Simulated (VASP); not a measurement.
# MnF2 (P4_2/mnm) in VASP: further runs, part 3 of 3

VASP 6.6.1. The steps go on from the part before.

## (5) Single point, PBE, collinear spin, ferromagnetic start

INCAR

```
SYSTEM = MnF2
PREC = Accurate ; ENCUT = 520
EDIFF = 1E-7 ; ISMEAR = -1
SIGMA = 0.05 ; LREAL = .False.
LASPH = .True. ; NELM = 120
ALGO = Normal ; ISIF = 2
LWAVE = .False. ; LCHARG = .False.
ISPIN = 2 ; MAGMOM = 5.5 5.5 0 0 0 0
LORBIT = 11 ; LMAXMIX = 4
GGA = PE ; NBANDS = 40
```

KPOINTS

```
Automatic mesh
0
Gamma
  6 6 8
  0 0 0
```

POSCAR

```
MnF2
1.0
    4.8738000000      0.0000000000      0.0000000000
    0.0000000000      4.8738000000      0.0000000000
    0.0000000000      0.0000000000      3.3107000000
Mn F
2 4
Direct
    0.5000000000      0.5000000000      0.5000000000
    0.0000000000      0.0000000000      0.0000000000
    0.8053000000      0.1947000000      0.5000000000
    0.6947000000      0.6947000000      0.0000000000
    0.1947000000      0.8053000000      0.5000000000
    0.3053000000      0.3053000000      0.0000000000
```

Potentials or basis: VASP PAW PBE potentials, release 64 (Mn_pv, F).

Launch:

```sh
$ cat potpaw_PBE.64/Mn_pv/POTCAR potpaw_PBE.64/F/POTCAR > POTCAR
$ mpirun -np 1 vasp_std > vasp.out
```

OUTCAR:

```text
SYSTEM = MnF2
   PREC = Accurate
   ENCUT = 520
   EDIFF = 1E-7
   ISMEAR = -1
   LREAL = .False.
   LASPH = .True.
   NELM = 120
   ISIF = 2
   ISPIN = 2
   LORBIT = 11
   GGA = PE

 ion  position               nearest neighbor table
   1  0.500  0.500  0.500-   3 2.10   5 2.10   4 2.13   6 2.13   4 2.13   6 2.13
   2  0.000  0.000  0.000-   4 2.10   6 2.10   5 2.13   3 2.13   3 2.13   5 2.13
   3  0.805  0.195  0.500-   1 2.10   2 2.13   2 2.13
   4  0.695  0.695  0.000-   2 2.10   1 2.13   1 2.13
   5  0.195  0.805  0.500-   1 2.10   2 2.13   2 2.13
   6  0.305  0.305  0.000-   2 2.10   1 2.13   1 2.13

  LATTYP: Found a simple tetragonal cell.
 ALAT       =     4.8738000000
 C/A-ratio  =     0.6792851574

  Lattice vectors:

[... 2259 lines left out ...]
      2.43690      2.43690      1.65535         0.000000      0.000000      0.000000
      0.00000      0.00000      0.00000         0.000000      0.000000      0.000000
      3.92487      0.94893      1.65535        -0.031049      0.031049     -0.000000
      3.38583      3.38583      0.00000         0.031049      0.031049     -0.000000
      0.94893      3.92487      1.65535         0.031049     -0.031049      0.000000
      1.48797      1.48797      0.00000        -0.031049     -0.031049      0.000000
 -----------------------------------------------------------------------------------
    total drift:                                0.000000      0.000000      0.000000

  FREE ENERGIE OF THE ION-ELECTRON SYSTEM (eV)
  ---------------------------------------------------
  free  energy   TOTEN  =       -39.2993271279 eV

  energy  without entropy=      -39.2993270290  energy(sigma->0) =      -39.29932708

 total charge

# of ion       s       p       d       tot
------------------------------------------
    1        0.164   6.146   4.950  11.260
    2        0.164   6.146   4.950  11.260
    3        1.735   4.368   0.000   6.103
    4        1.735   4.368   0.000   6.103
    5        1.735   4.368   0.000   6.103
    6        1.735   4.368   0.000   6.103
--------------------------------------------------
tot          7.268  29.762   9.899  46.929

 magnetization (x)

# of ion       s       p       d       tot
------------------------------------------
    1        0.024   0.021   4.544   4.590
    2        0.024   0.021   4.544   4.590
    3        0.009   0.081   0.000   0.090
    4        0.009   0.081   0.000   0.090
    5        0.009   0.081   0.000   0.090
    6        0.009   0.081   0.000   0.090
--------------------------------------------------
tot          0.083   0.369   9.088   9.540
```

Run time: 1.7 min. Hardware: 1 thread of Intel Xeon 6975P-C (Granite Rapids), shared host; peak memory 0.36 GiB.

Results:

* Free energy: -39.2993 eV
* Pressure: 3.7 GPa
* Largest force: 0.044 eV/Å
* Band gap on the k mesh: 1.12 eV, direct
* Net moment: 10.00 μB per cell
* Site moments: Mn +4.59; F +0.09 μB
* Valence electrons inside the program's atomic spheres: Mn 11.26; F 6.10

Forces on the atoms (eV/Å):
```
Mn   0.000  0.000  0.000
Mn   0.000  0.000  0.000
F   -0.031  0.031  0.000
F    0.031  0.031  0.000
F    0.031 -0.031  0.000
F   -0.031 -0.031  0.000
```

Stress tensor (GPa, compression positive):
```
3.58 0.00 0.00
0.00 3.58 0.00
0.00 0.00 4.05
```

Levels at points of the mesh, in eV from the valence-band top:
Spin up:
| k point | band 28 | band 29 | band 30 | band 31 | band 32 | band 33 | band 34 | band 35 | band 36 | band 37 |
| --- | --- | --- | --- | --- | --- | --- | --- | --- | --- | --- |
| (0.00, 0.00, 0.00) | -1.77 | -1.57 | -0.56 | -0.56 | 0.00 | 1.12 | 6.48 | 6.48 | 7.78 | 9.54 |
| (0.50, 0.00, 0.00) | -1.95 | -0.82 | -0.82 | -0.68 | -0.68 | 3.47 | 3.47 | 7.79 | 7.79 | 9.79 |
| (0.50, 0.50, 0.00) | -1.90 | -1.12 | -1.12 | -0.56 | -0.56 | 4.97 | 4.97 | 5.55 | 5.55 | 11.93 |
| (0.00, 0.00, 0.50) | -1.86 | -1.24 | -1.24 | -1.00 | -1.00 | 5.72 | 5.72 | 9.58 | 9.58 | 9.64 |
| (0.50, 0.00, 0.50) | -1.81 | -1.66 | -1.66 | -0.32 | -0.32 | 6.85 | 6.85 | 6.90 | 6.90 | 10.88 |
| (0.50, 0.50, 0.50) | -1.97 | -1.27 | -1.27 | -0.83 | -0.83 | 6.78 | 6.78 | 7.91 | 7.91 | 8.72 |
Spin down:
```csv
k point,band 20,band 21,band 22,band 23,band 24,band 25
"(0.00, 0.00, 0.00)",-4.68,-4.68,-4.39,1.70,1.75,2.14
"(0.50, 0.00, 0.00)",-5.46,-4.72,-4.72,1.92,1.92,2.34
"(0.50, 0.50, 0.00)",-5.12,-5.04,-5.04,1.79,1.79,2.24
"(0.00, 0.00, 0.50)",-5.30,-5.08,-5.08,2.15,2.15,2.25
"(0.50, 0.00, 0.50)",-5.14,-4.89,-4.89,1.88,1.88,2.29
"(0.50, 0.50, 0.50)",-4.87,-4.79,-4.79,2.12,2.12,2.23
```

Caveat: only a ferromagnetic start was run, and an antiferromagnetic order may lie lower in energy.

## (6) Single point, PBE, collinear spin, ferromagnetic start

INCAR

```
PREC     = Accurate       # precision mode
ENCUT    = 520            # plane-wave cutoff, eV
EDIFF    = 1E-6           # SCF threshold, eV
ISMEAR   = 0              # smearing method
SIGMA    = 0.015          # smearing width, eV
LREAL    = F              # projectors in reciprocal space
LASPH    = T              # aspherical terms in the spheres
NELM     = 150            # most SCF steps
ALGO     = Fast           # electronic algorithm
ISIF     = 2              # what is computed and relaxed
LWAVE    = F              # write WAVECAR
LCHARG   = F              # write CHGCAR
ISPIN    = 2              # spin polarisation
MAGMOM   = 4 4 0 0 0 0    # initial moments
LORBIT   = 11             # projections on sites
LMAXMIX  = 4              # l up to which the mixer works
GGA      = PE             # functional
NBANDS   = 40             # bands
```

KPOINTS

```
regular mesh
0
Gamma
  6 6 8
```

POSCAR is that of step 5.

Potentials or basis: VASP PAW PBE potentials, release 64 (Mn_pv, F).

Launch:

```sh
$ cat potpaw_PBE.64/Mn_pv/POTCAR potpaw_PBE.64/F/POTCAR > POTCAR
$ mpirun -np 1 vasp_std > vasp.out
```

It took 2 min on 1 thread of Intel Xeon 6975P-C (Granite Rapids), shared host; peak memory 0.35 GiB.

Results (log left out):

* Free energy: -39.2993 eV
* Pressure: 3.7 GPa
* Largest force: 0.044 eV/Å
* Band gap on the k mesh: 1.12 eV, direct
* Net moment: 10.00 μB per cell
* Site moments: Mn +4.59; F +0.09 μB
* Valence electrons inside the program's atomic spheres: Mn 11.26; F 6.10

Forces on the atoms (eV/Å):
```
Mn   0.000  0.000  0.000
Mn   0.000  0.000  0.000
F   -0.031  0.031  0.000
F    0.031  0.031  0.000
F    0.031 -0.031  0.000
F   -0.031 -0.031  0.000
```

Stress tensor (GPa, compression positive):
```
3.55 0.00 0.00
0.00 3.55 0.00
0.00 0.00 4.03
```

Levels at points of the mesh, in eV from the valence-band top:
Spin up:
| k point | band 30 | band 31 | band 32 | band 33 | band 34 | band 35 |
| --- | --- | --- | --- | --- | --- | --- |
| (0.00, 0.00, 0.00) | -0.56 | -0.56 | 0.00 | 1.12 | 6.48 | 6.48 |
| (0.50, 0.00, 0.00) | -0.82 | -0.68 | -0.68 | 3.47 | 3.47 | 7.79 |
| (0.50, 0.50, 0.00) | -1.12 | -0.56 | -0.56 | 4.97 | 4.97 | 5.55 |
| (0.00, 0.00, 0.50) | -1.24 | -1.00 | -1.00 | 5.72 | 5.72 | 9.58 |
| (0.50, 0.00, 0.50) | -1.66 | -0.32 | -0.32 | 6.85 | 6.85 | 6.90 |
| (0.50, 0.50, 0.50) | -1.27 | -0.83 | -0.83 | 6.78 | 6.78 | 7.91 |
Spin down:
| k point | band 20 | band 21 | band 22 | band 23 | band 24 | band 25 |
| --- | --- | --- | --- | --- | --- | --- |
| (0.00, 0.00, 0.00) | -4.68 | -4.68 | -4.39 | 1.70 | 1.75 | 2.14 |
| (0.50, 0.00, 0.00) | -5.46 | -4.71 | -4.71 | 1.92 | 1.92 | 2.34 |
| (0.50, 0.50, 0.00) | -5.12 | -5.04 | -5.04 | 1.79 | 1.79 | 2.24 |
| (0.00, 0.00, 0.50) | -5.30 | -5.08 | -5.08 | 2.15 | 2.15 | 2.25 |
| (0.50, 0.00, 0.50) | -5.14 | -4.89 | -4.89 | 1.88 | 1.88 | 2.29 |
| (0.50, 0.50, 0.50) | -4.87 | -4.79 | -4.79 | 2.12 | 2.12 | 2.23 |

Caveat: only a ferromagnetic start was run, and an antiferromagnetic order may lie lower in energy.

## (7) Overview

| task | level | potentials or basis | cell | k mesh | cutoff (eV) | smearing | gap on the mesh (eV) | pressure (GPa) | moment (μB) | relaxed volume (Å³/atom) | largest force (eV/Å) |
| --- | --- | --- | --- | --- | --- | --- | --- | --- | --- | --- | --- |
| relaxation of cell and atoms | LDA | VASP PAW LDA potentials, release 64 (Mn_pv, F) | relaxed | 5 × 5 × 6 | 600 | fermi-dirac 0.05 eV | 0.67 | 0.0 | 10.00 | 12.36 | - |
| relaxation of cell and atoms | PBEsol | VASP PAW PBE potentials, release 64 (Mn_pv, F) | relaxed | 5 × 5 × 6 | 600 | fermi-dirac 0.05 eV | 0.92 | 0.0 | 10.00 | 13.01 | - |
| relaxation of cell and atoms | RPBE | VASP PAW PBE potentials, release 64 (Mn_pv, F) | relaxed | 5 × 5 × 6 | 600 | fermi-dirac 0.05 eV | 1.55 | -0.1 | 10.00 | 14.31 | - |
| single point | PBE | VASP PAW PBE potentials, release 64 (Mn_pv, F) | as given | 6 × 6 × 8 | 520 | fermi-dirac 0.05 eV | 1.12 | 3.7 | 10.00 | - | 0.04 |
| single point | PBE | VASP PAW PBE potentials, release 64 (Mn_pv, F) | as given | 6 × 6 × 8 | 520 | gaussian 0.015 eV | 1.12 | 3.7 | 10.00 | - | 0.04 |

Alike in all rows: spin collinear, ferromagnetic start.

Caveats: only a ferromagnetic start was run, and an antiferromagnetic order may lie lower in energy; an odd mesh through Γ misses points on the zone boundary, where band edges often lie (some runs); the PAW data sets were made with another functional, which shifts forces and pressure a little (some runs).

Absolute energies hang on the potentials; compare differences alone.
